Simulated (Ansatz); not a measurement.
## Cu, one cell by several methods

```xyz
1
Lattice="0.0362 1.8256 1.8256 1.8256 0.0362 1.8256 1.8256 1.8256 0.0362" Properties=species:S:1:pos:R:3 pbc="T T T"
Cu    0.0000    0.0000    0.0000
```

The cell is COD entry 5000216, as deposited and not checked against the literature; nothing was relaxed. The listed cell was then made from it by scaling, straining or moving an atom.

All numbers are computed: DFT, PBE, PAW with Ansatz's default frozen-core files, scalar-relativistic (Ansatz 0.2.0); DFT, PBE, all-electron LAPW, scalar-relativistic (Ansatz 0.2.0).

For PAW: a Γ-centred 19×19×19 k mesh, Fermi–Dirac smearing of 0.08 eV, cutoff 420 eV, no spin polarisation. LAPW targets a basis error of 0.25 meV/atom. The Ansatz runs share mesh, smearing and spin set-up. Plane-wave (PAW) pressures include the program's estimate of the Pulay term.

Stress and pressure are positive in compression.

The change that made this cell: equal xy, yz and zx engineering shear strains of +2 %.

PAW results:

| quantity | PAW |
| --- | --- |
| pressure (GPa) | 1.93 |
| stress yz (GPa) | -1.57 |
| stress xz (GPa) | -1.57 |
| stress xy (GPa) | -1.57 |

Task: What does all-electron LAPW give for the same quantities?

Result: 
| quantity | LAPW |
| --- | --- |
| pressure (GPa) | 1.91 |
| stress yz (GPa) | -1.57 |
| stress xz (GPa) | -1.57 |
| stress xy (GPa) | -1.57 |
